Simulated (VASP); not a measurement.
# CdTe (F-43m) in VASP: notebook

CdTe is run at these levels: PBE; tasks: single point, relaxation of cell and atoms.

All numbers are computed with VASP 6.6.1; they aren't measurements. Logs are shortened: lines on timing, memory, paths and dates and some standing lists are left out, and cuts for length are marked.

**What was measured.**

A printed reference work, data compilation reports, for a bulk crystal of CdTe at 0 K: band gap 1.607 eV.

How close the calculation comes is told below.

## Step 1: The cell of the first run

It takes space group F-43m (No. 216, cubic). Conventional cell: a = 6.620 Å, b = 6.620 Å, c = 6.620 Å, α = 90.00°, β = 90.00°, γ = 90.00°. Cd (site symmetry -43m) has 4 Te at 2.87 Å within 3.8 Å. Te (site symmetry -43m) has 4 Cd at 2.87 Å within 3.8 Å.

## Step 2: Single point, PBE

The input, INCAR:

```
PREC = Accurate
ENCUT = 520
EDIFF = 1E-7
ISMEAR = -1
SIGMA = 0.1
LREAL = False
LASPH = True
NELM = 80
ALGO = Normal
ISIF = 2
LWAVE = False
LCHARG = False
GGA = PE
NBANDS = 16
```

The input, KPOINTS:

```
Automatic mesh
0
Gamma
  8 8 8
```

The input, POSCAR:

```
CdTe
1.0
    0.0000000000      3.3099712035      3.3099712035
    3.3099712035      0.0000000000      3.3099712035
    3.3099712035      3.3099712035      0.0000000000
Cd Te
1 1
Direct
    0.0000000000      0.0000000000      0.0000000000
    0.2500000000      0.2500000000      0.2500000000
```

Potentials or basis: VASP PAW PBE potentials, release 64 (Cd, Te).

Launch:

```
$ cat potpaw_PBE.64/Cd/POTCAR potpaw_PBE.64/Te/POTCAR > POTCAR
$ mpirun -np 1 vasp_std > vasp.out
```

OUTCAR:

```text
PREC = Accurate
   ENCUT = 520
   EDIFF = 1E-7
   ISMEAR = -1
   LREAL = False
   LASPH = True
   NELM = 80
   ISIF = 2
   GGA = PE

 ion  position               nearest neighbor table
   1  0.000  0.000  0.000-   2 2.87   2 2.87   2 2.87   2 2.87
   2  0.250  0.250  0.250-   1 2.87   1 2.87   1 2.87   1 2.87

  LATTYP: Found a face centered cubic cell.
 ALAT       =     6.6199424070

  Lattice vectors:

 A1 = (   0.0000000000,   3.3099712035,   3.3099712035)
 A2 = (   3.3099712035,   0.0000000000,   3.3099712035)
 A3 = (   3.3099712035,   3.3099712035,   0.0000000000)

Analysis of symmetry for initial positions (statically):
=====================================================================
 Subroutine PRICEL returns:
 Original cell was already a primitive cell.

 Routine SETGRP: Setting up the symmetry group for a
 face centered cubic supercell.

 Subroutine GETGRP returns: Found 24 space group operations
 (whereof 24 operations were pure point group operations)
 out of a pool of 48 trial point group operations.

The static configuration has the point symmetry T_d .

Analysis of symmetry for dynamics (positions and initial velocities):
=====================================================================
 Subroutine PRICEL returns:
 Original cell was already a primitive cell.

 Routine SETGRP: Setting up the symmetry group for a
 face centered cubic supercell.

 Subroutine GETGRP returns: Found 24 space group operations
 (whereof 24 operations were pure point group operations)
 out of a pool of 48 trial point group operations.

The dynamic configuration has the point symmetry T_d .

 Subroutine INISYM returns: Found 24 space group operations
 (whereof 24 operations are pure point group operations),
 and found     1 'primitive' translations

----------------------------------------------------------------------------------------

                                     Primitive cell

  volume of cell :      72.5275

  direct lattice vectors                    reciprocal lattice vectors
     0.000000000  3.309971203  3.309971203    -0.151058716  0.151058716  0.151058716
     3.309971203  0.000000000  3.309971203     0.151058716 -0.151058716  0.151058716
     3.309971203  3.309971203  0.000000000     0.151058716  0.151058716 -0.151058716

  length of vectors
     4.681006167  4.681006167  4.681006167     0.261641371  0.261641371  0.261641371

  position of ions in fractional coordinates (direct lattice)
     0.000000000  0.000000000  0.000000000
     0.250000000  0.250000000  0.250000000

  ion indices of the primitive-cell ions
   primitive index   ion index
                 1           1
                 2           2

----------------------------------------------------------------------------------------

 KPOINTS: Automatic mesh

Automatic generation of k-mesh.
 Grid dimensions read from file:
 generate k-points for:    8    8    8

 Generating k-lattice:

  Cartesian coordinates                     Fractional coordinates (reciprocal lattice)
    -0.018882340  0.018882340  0.018882340     0.125000000  0.000000000  0.000000000
     0.018882340 -0.018882340  0.018882340     0.000000000  0.125000000  0.000000000
     0.018882340  0.018882340 -0.018882340     0.000000000  0.000000000  0.125000000

  Length of vectors
     0.032705171  0.032705171  0.032705171

  Shift w.r.t. Gamma in fractional coordinates (k-lattice)
     0.000000000  0.000000000  0.000000000

 Subroutine IBZKPT returns following result:
 ===========================================

 Found     29 irreducible k-points:

 Following reciprocal coordinates:
            Coordinates               Weight
  0.000000  0.000000  0.000000      1.000000
  0.125000  0.000000  0.000000      8.000000
  0.250000  0.000000  0.000000      8.000000
  0.375000  0.000000  0.000000      8.000000
  0.500000  0.000000  0.000000      4.000000
  0.125000  0.125000  0.000000      6.000000
[... 16 lines left out ...]
  0.500000  0.250000  0.125000     48.000000
 -0.375000  0.250000  0.125000     24.000000
 [... further k-points ...]
   k-points           NKPTS =     29   k-points in BZ     NKDIM =     29   number of bands    NBANDS=     16
   number of dos      NEDOS =    301   number of ions     NIONS =      2
   total plane-waves  NPLWV =  46656
   dimension x,y,z NGX =    36 NGY =   36 NGZ =   36
   dimension x,y,z NGXF=    72 NGYF=   72 NGZF=   72
   ions per type =               1   1
   NGX,Y,Z   is equivalent  to a cutoff of  12.79, 12.79, 12.79 a.u.
   NGXF,Y,Z  is equivalent  to a cutoff of  25.57, 25.57, 25.57 a.u.
 SYSTEM =  unknown system
   PREC   = accura    normal or accurate (medium, high low for compatibility)
   ISTART =      0    job   : 0-new  1-cont  2-samecut
   ICHARG =      2    charge: 1-file 2-atom 10-const
   ISPIN  =      1    spin polarized calculation?
   LNONCOLLINEAR =      F non collinear calculations
   LSORBIT =      F    spin-orbit coupling
   LASPH  =      T    aspherical Exc in radial PAW
   ENCUT  =  520.0 eV  38.22 Ry    6.18 a.u.   8.70  8.70  8.70*2*pi/ulx,y,z
   NELM   =     80;   NELMIN=  2; NELMDL= -5     # of ELM steps
   EDIFF  = 0.1E-06   stopping-criterion for ELM
   LREAL  =      F    real-space projection
   EDIFFG = 0.1E-05   stopping-criterion for IOM
   NSW    =      0    number of steps for IOM
   IBRION =     -1    ionic relax: 0-MD 1-quasi-New 2-CG
   NFREE  =      0    steps in history (QN), initial steepest desc. (CG)
   ISIF   =      2    stress and relaxation
   ISYM   =      2    0-nonsym 1-usesym 2-fastsym
   POTIM  = 0.5000    time-step for ionic-motion
   TEBEG  =    0.0;   TEEND  =   0.0 temperature during run
   PSTRESS=    0.0 pullay stress
   NELECT =      18.0000    total number of electrons
   NUPDOWN=      -1.0000    fix difference up-down
   EMIN   =  10.00;   EMAX   =-10.00  energy-range for DOS
   EFERMI =   0.00;   METHOD = LEGACY
   ISMEAR =    -1;   SIGMA  =   0.10  broadening in eV -4-tet -1-fermi 0-gaus
   EFERMI_NEDOS =   21; number of points for ismear=-14 and -15
   IALGO  =     38    algorithm
   IMIX   =      4    mixing-type and parameters
     AMIX     =   0.40;   BMIX     =  1.00
     AMIX_MAG =   1.60;   BMIX_MAG =  1.00
  volume/ion in A,a.u.               =      36.26       244.72
  Fermi-wavevector in a.u.,A,eV,Ry     =   1.028801  1.944152 14.400840  1.058432
  Thomas-Fermi vector in A             =   2.162816
   LORBIT       =      0    0 simple, 1 ext, 2 COOP (PROOUT), +10 PAW based schemes
   GGA     = PE    functional components
   LHFCALC =     F    Hartree Fock is set to
   AEXX    =    0.0000 exact exchange contribution
   IVDW    =     0    specifies the selected vdW correction
   LEPSILON=     F    determine dielectric tensor
   LRPA    =     F    only Hartree local field effects (RPA)
 non-spin polarized calculation
  energy-cutoff  :      520.00
  volume of cell :       72.53
 maximum number of plane-waves:      1964
   NGX = 17   NGY = 17   NGZ = 17

 number of electron      18.0000006 magnetization

 Free energy of the ion-electron system (eV)
  ---------------------------------------------------
  ext. energy  EPLUGINS =         0.00000000
  ---------------------------------------------------
  free energy    TOTEN  =        -4.81221808 eV

  energy without entropy =       -4.81160452  energy(sigma->0) =       -4.81191130

 E-fermi :   2.2121     XC(G=0):  -8.3055

 val. band max:        1.7907068050   @ k =   0.0000   0.0000   0.0000
 cond. band min:       2.3711907820   @ k =   0.0000   0.0000   0.0000
 fundamental gap:      0.5804839771
 Fermi energy:         2.2121039323

 k-point     1 :       0.0000    0.0000    0.0000
  band No.  band energies     occupation
      1      -9.0392      2.00000
      2      -6.2966      2.00000
      3      -6.2966      2.00000
      4      -6.2966      2.00000
      5      -6.0803      2.00000
      6      -6.0803      2.00000
[... 8 lines left out ...]
     15      11.0358      0.00000
     16      11.0358      0.00000

 k-point     2 :       0.1250    0.0000    0.0000
  band No.  band energies     occupation
      1      -8.9891      2.00000
      2      -6.2874      2.00000
      3      -6.2874      2.00000
      4      -6.2542      2.00000
      5      -6.0810      2.00000
      6      -6.0810      2.00000
[... 8 lines left out ...]
     15      10.3948      0.00000
     16      10.3948      0.00000

 k-point     3 :       0.2500    0.0000    0.0000
  band No.  band energies     occupation
      1      -8.8681      2.00000
      2      -6.2670      2.00000
      3      -6.2670      2.00000
      4      -6.1170      2.00000
      5      -6.0804      2.00000
      6      -6.0804      2.00000
[... 8 lines left out ...]
     15      10.1949      0.00000
     16      10.1949      0.00000

 k-point     4 :       0.3750    0.0000    0.0000
  band No.  band energies     occupation
      1      -8.7485      2.00000
      2      -6.2500      2.00000
      3      -6.2500      2.00000
      4      -6.0760      2.00000
      5      -6.0760      2.00000
      6      -5.9035      2.00000
[... 8 lines left out ...]
     15      10.9384      0.00000
     16      10.9384      0.00000
[... 324 lines left out ...]
 k-point    22 :       0.3750    0.2500    0.1250
  band No.  band energies     occupation
      1      -8.7798      2.00000
      2      -6.2436      2.00000
      3      -6.2338      2.00000
      4      -6.1146      2.00000
      5      -6.0719      2.00000
      6      -5.9941      2.00000
[... 8 lines left out ...]
     15      11.4457      0.00000
     16      12.0392      0.00000

 k-point    23 :       0.5000    0.2500    0.1250
  band No.  band energies     occupation
      1      -8.6864      2.00000
      2      -6.2273      2.00000
      3      -6.2190      2.00000
      4      -6.1013      2.00000
      5      -6.0718      2.00000
      6      -5.8049      2.00000
[... 8 lines left out ...]
     15      11.6028      0.00000
     16      12.3557      0.00000

 k-point    24 :      -0.3750    0.2500    0.1250
  band No.  band energies     occupation
      1      -8.6488      2.00000
      2      -6.2228      2.00000
      3      -6.2131      2.00000
      4      -6.0922      2.00000
      5      -6.0753      2.00000
      6      -5.6966      2.00000
[... 8 lines left out ...]
     15      11.7987      0.00000
     16      12.2302      0.00000

 [... further k-points ...]

------------------------ aborting loop because EDIFF is reached ----------------------------------------

  FORCE on cell =-STRESS in cart. coord.  units (eV):
  Direction    XX          YY          ZZ          XY          YZ          ZX
  --------------------------------------------------------------------------------------
  -------------------------------------------------------------------------------------
  Total        0.0360905      0.0360905      0.0360905      0.0000000     -0.0000000      0.0000000
  in kB        0.7972611      0.7972611      0.7972611      0.0000000     -0.0000000      0.0000000
  external PRESSURE =       0.7972611 kB  Pullay stress =       0.0000000 kB

 VOLUME and BASIS-vectors are now :
 -----------------------------------------------------------------------------
  energy-cutoff  :      520.00
  volume of cell :       72.53
      direct lattice vectors                 reciprocal lattice vectors
     0.000000000  3.309971203  3.309971203    -0.151058716  0.151058716  0.151058716
     3.309971203  0.000000000  3.309971203     0.151058716 -0.151058716  0.151058716
     3.309971203  3.309971203  0.000000000     0.151058716  0.151058716 -0.151058716

 POSITION                                       TOTAL-FORCE (eV/Angst)
 -----------------------------------------------------------------------------------
      0.00000      0.00000      0.00000        -0.000000     -0.000000     -0.000000
      1.65499      1.65499      1.65499         0.000000      0.000000      0.000000
 -----------------------------------------------------------------------------------
    total drift:                               -0.000000     -0.000000     -0.000001

  FREE ENERGIE OF THE ION-ELECTRON SYSTEM (eV)
  ---------------------------------------------------
  free  energy   TOTEN  =        -4.8122180844 eV

  energy  without entropy=       -4.8116045187  energy(sigma->0) =       -4.81191130
```

It took 36 s on 1 thread of Intel Xeon 6975P-C, shared host; peak memory 0.22 GiB.

Results:

```yaml
Free_energy: -4.8122 eV
Pressure: 0.1 GPa
Band_gap_on_the_k_mesh: 0.58 eV, direct
```

Caveat: spin-orbit coupling is left out, which moves the levels of the heavy elements.

## Step 3: Relaxation of cell and atoms, PBE

This run uses another cell than the first one, of 33.49 Å³/atom, 0.924 times its volume.

The input, INCAR:

```
SYSTEM = CdTe
ALGO = Normal
EDIFF = 1E-6
EDIFFG = -0.03
ENCUT = 600
GGA = PE
IBRION = 2
ISIF = 3
ISMEAR = -1
LASPH = .TRUE.
LCHARG = .FALSE.
LREAL = .FALSE.
LWAVE = .FALSE.
NELM = 80
NSW = 100
PREC = Accurate
SIGMA = 0.1
```

The input, KPOINTS:

```
k-points
0
G
  8 8 8
  0 0 0
```

The input, POSCAR:

```
CdTe
1.0
    0.0000000000      3.2234310000      3.2234310000
    3.2234310000      0.0000000000      3.2234310000
    3.2234310000      3.2234310000      0.0000000000
Cd Te
1 1
Direct
    0.0000000000      0.0000000000      0.0000000000
    0.2500000000      0.2500000000      0.2500000000
```

Potentials or basis: VASP PAW PBE potentials, release 64 (Cd, Te).

Launch:

```
$ cat potpaw_PBE.64/Cd/POTCAR potpaw_PBE.64/Te/POTCAR > POTCAR
$ mpirun -np 1 vasp_std > vasp.out
```

It took 64 s on 1 thread of Intel Xeon 6975P-C, shared host; peak memory 0.24 GiB.

Results (log left out):

```
Free energy                            : -4.8107 eV
Relaxed volume                         : 36.31 Å³/atom
Relaxed cell                           : a = 4.683 Å, b = 4.683 Å, c = 4.683 Å, α = 60.00°, β = 60.00°, γ = 60.00°
Space group after relaxing (to 0.05 Å) : F-43m (No. 216)
Energy gained by relaxing              : 28.1 meV/atom
Ionic steps                            : 3
Pressure after relaxing                : 0.0 GPa
Band gap on the k mesh                 : 0.58 eV, direct
```

Step by step:
| step | energy change (eV) | largest force (eV/Å) | pressure (GPa) | volume (Å³) |
| --- | --- | --- | --- | --- |
| 1 | 0.0000 | 0.0000 | 3.45 | 66.99 |
| 2 | -0.0527 | 0.0000 | -0.71 | 74.22 |
| 3 | -0.0562 | 0.0000 | 0.02 | 72.62 |

Final structure:
```xyz
2
Lattice="0.0000 3.3114 3.3114 3.3114 0.0000 3.3114 3.3114 3.3114 0.0000" Properties=species:S:1:pos:R:3 pbc="T T T"
Cd    0.0000    0.0000    0.0000
Te    1.6557    1.6557    1.6557
```

Levels at points of the mesh, in eV from the valence-band top:
```tsv
k point	band 5	band 6	band 7	band 8	band 9	band 10	band 11	band 12	band 13
(0.00, 0.00, 0.00)	-7.87	-7.87	0.00	0.00	0.00	0.58	4.64	4.64	4.64
(0.50, 0.00, 0.00)	-7.86	-7.57	-4.07	-0.68	-0.68	1.75	5.21	5.21	7.01
(0.50, 0.50, 0.00)	-7.84	-7.45	-4.00	-1.65	-1.65	2.67	2.75	8.50	8.80
```

Caveat: spin-orbit coupling is left out, which moves the levels of the heavy elements. PBE usually gives volumes a little too large and moduli too small.

## Step 4: Against experiment

Step 2. A measured gap of CdTe is 1.607 eV (0 K; a printed reference work, data compilation); the calculated 0.58 eV misses it by -1.03 eV. So large a miss can be the level of theory's own, or it may mean another phase, state or a wrong row. Spin-orbit coupling on Cd, Te is left out. The value is that of PBE, without temperature or zero-point motion. Semilocal functionals fall short of measured gaps as a rule.
